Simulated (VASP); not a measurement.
# Al (P6_3/mmc) in VASP: a series of runs, part 2 of 2

VASP 6.6.1. Earlier steps stand in the parts before.

### 3 Single point, PBEsol (strain -0.050 along x and y, +0.025 along z, atoms carried along)

INCAR

```
ALGO = Normal
EDIFF = 1E-6
ENCUT = 520
GGA = PS
ISIF = 2
ISMEAR = 0
LASPH = True
LCHARG = True
LELF = True
LREAL = False
LVHAR = True
LWAVE = False
NBANDS = 10
NELM = 100
PREC = Accurate
SIGMA = 0.15
```

KPOINTS

```
k-points
0
Gamma
  21 21 10
```

POSCAR

```
Al
1.0
    2.6718325839      0.0000000000      0.0000000000
   -1.3359162919      2.3138748923      0.0000000000
    0.0000000000      0.0000000000      4.9885212500
Al
2
Direct
    0.6666666667      0.3333333333      0.7500000000
    0.3333333333      0.6666666667      0.2500000000
```

Potentials or basis: VASP PAW PBE potentials, release 64 (Al).

Launch:

```console
$ cat potpaw_PBE.64/Al/POTCAR > POTCAR
$ mpirun -np 1 vasp_std > vasp.out
```

OUTCAR:

```text
EDIFF = 1E-6
   ENCUT = 520
   GGA = PS
   ISIF = 2
   ISMEAR = 0
   LASPH = True
   LREAL = False
   NELM = 100
   PREC = Accurate

 ion  position               nearest neighbor table
   1  0.667  0.333  0.750-   2 2.93   2 2.93   2 2.93   2 2.93   2 2.93   2 2.93
   2  0.333  0.667  0.250-   1 2.93   1 2.93   1 2.93   1 2.93   1 2.93   1 2.93

  LATTYP: Found a hexagonal cell.
 ALAT       =     2.6718325839
 C/A-ratio  =     1.8670785288

  Lattice vectors:

 A1 = (   2.6718325839,   0.0000000000,   0.0000000000)
 A2 = (  -1.3359162919,   2.3138748923,   0.0000000000)
 A3 = (   0.0000000000,   0.0000000000,   4.9885212500)

Analysis of symmetry for initial positions (statically):
=====================================================================
 Subroutine PRICEL returns:
 Original cell was already a primitive cell.

 Routine SETGRP: Setting up the symmetry group for a
 hexagonal supercell.

 Subroutine GETGRP returns: Found 24 space group operations
 (whereof 12 operations were pure point group operations)
 out of a pool of 24 trial point group operations.

The static configuration has the point symmetry D_3d.
 The point group associated with its full space group is D_6h.

Analysis of symmetry for dynamics (positions and initial velocities):
=====================================================================
 Subroutine PRICEL returns:
 Original cell was already a primitive cell.

 Routine SETGRP: Setting up the symmetry group for a
 hexagonal supercell.

 Subroutine GETGRP returns: Found 24 space group operations
 (whereof 12 operations were pure point group operations)
 out of a pool of 24 trial point group operations.

The dynamic configuration has the point symmetry D_3d.
 The point group associated with its full space group is D_6h.

 Subroutine INISYM returns: Found 24 space group operations
 (whereof 12 operations are pure point group operations),
 and found     1 'primitive' translations

----------------------------------------------------------------------------------------

                                     Primitive cell

  volume of cell :      30.8405

  direct lattice vectors                    reciprocal lattice vectors
     2.671832584  0.000000000  0.000000000     0.374274947  0.216087742  0.000000000
    -1.335916292  2.313874892  0.000000000     0.000000000  0.432175483  0.000000000
     0.000000000  0.000000000  4.988521250     0.000000000  0.000000000  0.200460207

  length of vectors
     2.671832584  2.671832584  4.988521250     0.432175483  0.432175483  0.200460207

  position of ions in fractional coordinates (direct lattice)
     0.666666667  0.333333333  0.750000000
     0.333333333  0.666666667  0.250000000

  ion indices of the primitive-cell ions
   primitive index   ion index
                 1           1
                 2           2

----------------------------------------------------------------------------------------

 KPOINTS: k-points

Automatic generation of k-mesh.
[... 25 lines left out ...]
  0.095238 -0.000000  0.000000      6.000000
  0.142857  0.000000  0.000000      6.000000
  0.190476 -0.000000  0.000000      6.000000
  0.238095 -0.000000  0.000000      6.000000
[... 16 lines left out ...]
  0.142857  0.095238  0.000000     12.000000
  0.190476  0.095238  0.000000     12.000000
 [... further k-points ...]
   k-points           NKPTS =    288   k-points in BZ     NKDIM =    288   number of bands    NBANDS=     10
   number of dos      NEDOS =    301   number of ions     NIONS =      2
   total plane-waves  NPLWV =  16000
   dimension x,y,z NGX =    20 NGY =   20 NGZ =   40
   dimension x,y,z NGXF=    40 NGYF=   40 NGZF=   80
   ions per type =               2
   NGX,Y,Z   is equivalent  to a cutoff of  12.44, 12.44, 13.33 a.u.
   NGXF,Y,Z  is equivalent  to a cutoff of  24.89, 24.89, 26.66 a.u.
 SYSTEM =  unknown system
   PREC   = accura    normal or accurate (medium, high low for compatibility)
   ISTART =      0    job   : 0-new  1-cont  2-samecut
   ICHARG =      2    charge: 1-file 2-atom 10-const
   ISPIN  =      1    spin polarized calculation?
   LNONCOLLINEAR =      F non collinear calculations
   LSORBIT =      F    spin-orbit coupling
   LASPH  =      T    aspherical Exc in radial PAW
   ENCUT  =  520.0 eV  38.22 Ry    6.18 a.u.   4.97  4.97  9.28*2*pi/ulx,y,z
   NELM   =    100;   NELMIN=  2; NELMDL= -5     # of ELM steps
   EDIFF  = 0.1E-05   stopping-criterion for ELM
   LREAL  =      F    real-space projection
   EDIFFG = 0.1E-04   stopping-criterion for IOM
   NSW    =      0    number of steps for IOM
   IBRION =     -1    ionic relax: 0-MD 1-quasi-New 2-CG
   NFREE  =      0    steps in history (QN), initial steepest desc. (CG)
   ISIF   =      2    stress and relaxation
   ISYM   =      2    0-nonsym 1-usesym 2-fastsym
   POTIM  = 0.5000    time-step for ionic-motion
   TEBEG  =    0.0;   TEEND  =   0.0 temperature during run
   PSTRESS=    0.0 pullay stress
   NELECT =       6.0000    total number of electrons
   NUPDOWN=      -1.0000    fix difference up-down
   EMIN   =  10.00;   EMAX   =-10.00  energy-range for DOS
   EFERMI =   0.00;   METHOD = LEGACY
   ISMEAR =     0;   SIGMA  =   0.15  broadening in eV -4-tet -1-fermi 0-gaus
   EFERMI_NEDOS =   21; number of points for ismear=-14 and -15
   IALGO  =     38    algorithm
   IMIX   =      4    mixing-type and parameters
     AMIX     =   0.40;   BMIX     =  1.00
     AMIX_MAG =   1.60;   BMIX_MAG =  1.00
  volume/ion in A,a.u.               =      15.42       104.06
  Fermi-wavevector in a.u.,A,eV,Ry     =   0.948604  1.792602 12.243195  0.899849
  Thomas-Fermi vector in A             =   2.076808
   LORBIT       =      0    0 simple, 1 ext, 2 COOP (PROOUT), +10 PAW based schemes
   GGA     = PS    functional components
   LHFCALC =     F    Hartree Fock is set to
   AEXX    =    0.0000 exact exchange contribution
   IVDW    =     0    specifies the selected vdW correction
   LEPSILON=     F    determine dielectric tensor
   LRPA    =     F    only Hartree local field effects (RPA)
 non-spin polarized calculation
 Gauss-broadening in eV      SIGMA  =   0.15
  energy-cutoff  :      520.00
  volume of cell :       30.84
 maximum number of plane-waves:       858
 NGX is ok and might be reduce to    20
   NGX =  9   NGY =  9   NGZ = 19

 number of electron       6.0000000 magnetization

 Free energy of the ion-electron system (eV)
  ---------------------------------------------------
  ext. energy  EPLUGINS =         0.00000000
  ---------------------------------------------------
  free energy    TOTEN  =        -7.99787354 eV

  energy without entropy =       -7.98933979  energy(sigma->0) =       -7.99360667

 E-fermi :   8.6345     XC(G=0): -10.4970

 val. band max:        8.6037725084   @ k =   0.3333   0.1905   0.0000
 cond. band min:       8.6551662476   @ k =   0.0952   0.0476   0.4000
 fundamental gap:      0.0513937392
 Fermi energy:         8.6345339093

 k-point     1 :       0.0000    0.0000    0.0000
  band No.  band energies     occupation
      1      -2.9506      2.00000
      2       2.5710      2.00000
      3       3.1646      2.00000
      4      18.5944      0.00000
      5      19.4190      0.00000
      6      21.7613      0.00000
      7      21.7613      0.00000
      8      22.0646      0.00000
      9      22.0646      0.00000
     10      25.2692      0.00000
[... 287 lines left out ...]
 k-point    24 :       0.1905    0.0952    0.0000
  band No.  band energies     occupation
      1      -1.2094      2.00000
      2       4.2505      2.00000
      3       4.8044      2.00000
      4      12.5610      0.00000
      5      14.8398      0.00000
      6      17.6100      0.00000
      7      18.3195      0.00000
      8      19.3752      0.00000
      9      20.7527      0.00000
     10      21.0961      0.00000

 [... further k-points ...]

------------------------ aborting loop because EDIFF is reached ----------------------------------------

  FORCE on cell =-STRESS in cart. coord.  units (eV):
  Direction    XX          YY          ZZ          XY          YZ          ZX
  --------------------------------------------------------------------------------------
  -------------------------------------------------------------------------------------
  Total        2.2166746      2.2166746     -0.1928246      0.0000000      0.0000000      0.0000000
  in kB      115.1573277    115.1573277    -10.0173315      0.0000000      0.0000000      0.0000000
  external PRESSURE =      73.4324413 kB  Pullay stress =       0.0000000 kB

 VOLUME and BASIS-vectors are now :
 -----------------------------------------------------------------------------
  energy-cutoff  :      520.00
  volume of cell :       30.84
      direct lattice vectors                 reciprocal lattice vectors
     2.671832584  0.000000000  0.000000000     0.374274947  0.216087742  0.000000000
    -1.335916292  2.313874892  0.000000000     0.000000000  0.432175483  0.000000000
     0.000000000  0.000000000  4.988521250     0.000000000  0.000000000  0.200460207

 POSITION                                       TOTAL-FORCE (eV/Angst)
 -----------------------------------------------------------------------------------
      1.33592      0.77129      3.74139         0.000000     -0.000000      0.000000
     -0.00000      1.54258      1.24713        -0.000000      0.000000      0.000000
 -----------------------------------------------------------------------------------
    total drift:                                0.000000     -0.000000      0.000000

  FREE ENERGIE OF THE ION-ELECTRON SYSTEM (eV)
  ---------------------------------------------------
  free  energy   TOTEN  =        -7.9978735429 eV

  energy  without entropy=       -7.9893397948  energy(sigma->0) =       -7.99360667
```

stdout:

```text
POSCAR found type information on POSCAR Al
 POSCAR found :  1 types and       2 ions
 scaLAPACK will be used
 -----------------------------------------------------------------------------
|                                                                             |
|                                                                             |
|     You enforced a specific xc type in the INCAR file but a different       |
|     I HOPE YOU KNOW WHAT YOU ARE DOING!                                     |
|                                                                             |
 -----------------------------------------------------------------------------

 LDA part: xc-table for (Slater+PW92), standard interpolation
 POSCAR, INCAR and KPOINTS ok, starting setup
 FFT: planning ... GRIDC
 FFT: planning ... GRID_SOFT
 FFT: planning ... GRID
 WAVECAR not read
 entering main loop
```

It took 38 s on 1 thread of Intel Xeon Platinum 8488C (Sapphire Rapids), shared host; peak memory 0.19 GiB.

What came out:

```
Free energy            : -7.9979 eV
Pressure               : 7.3 GPa
Band gap on the k mesh : none (metal or under the smearing width)
```

Caveat: the PAW data sets were made with another functional, which shifts forces and pressure a little.
